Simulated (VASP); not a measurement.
The system is RuS2.

```
Ru S
1.0
     3.52118    0.00000    0.00000
    -1.76059    3.04943    0.00000
     0.00000    0.00000    5.68039
Ru S
1 2
Cartesian
  0.0000 0.0000 0.0000
  0.0000 2.0330 1.4315
  1.7606 1.0165 4.2489
```

The cell comes from a database or a generator and needn't be the stable form of this composition.

Base run:

```yaml
Program: VASP 6.6.1
Functional: r2SCAN
Potentials_or_basis: VASP PAW PBE potentials, release 64 (Ru_pv, S)
Cutoff: 520 eV
k_mesh: 6 × 6 × 4
Occupations: gaussian, width 0.05 eV
Spin: collinear spin, ferromagnetic start
Starting_moments: "[1.0, 0.0, 0.0] μB"
Hubbard_terms: Ru d U = 4 eV
```

Its results: band gap on the k mesh 0.85 eV, indirect (least direct gap 0.86 eV); pressure -6.2 GPa; net moment 2.00 μB per cell; site moments Ru +1.98; S -0.01 μB; largest force 1.139 eV/Å.

Problem. The run is repeated on the same cell with these changes: functional from r2SCAN to PBEsol; hubbard terms from Ru d U = 4 eV to Ru d U = 2 eV. What comes out?

Solution. Band gap on the k mesh none (metal or under the smearing width); pressure -14.1 GPa; net moment 1.93 μB per cell; site moments Ru +1.54; S +0.12 μB; largest force 1.436 eV/Å.

Several settings changed at once, so the effect can't be laid on one alone.

Caveats: the PAW data sets were made with another functional, which shifts forces and pressure a little.

A k mesh can miss the band edges.
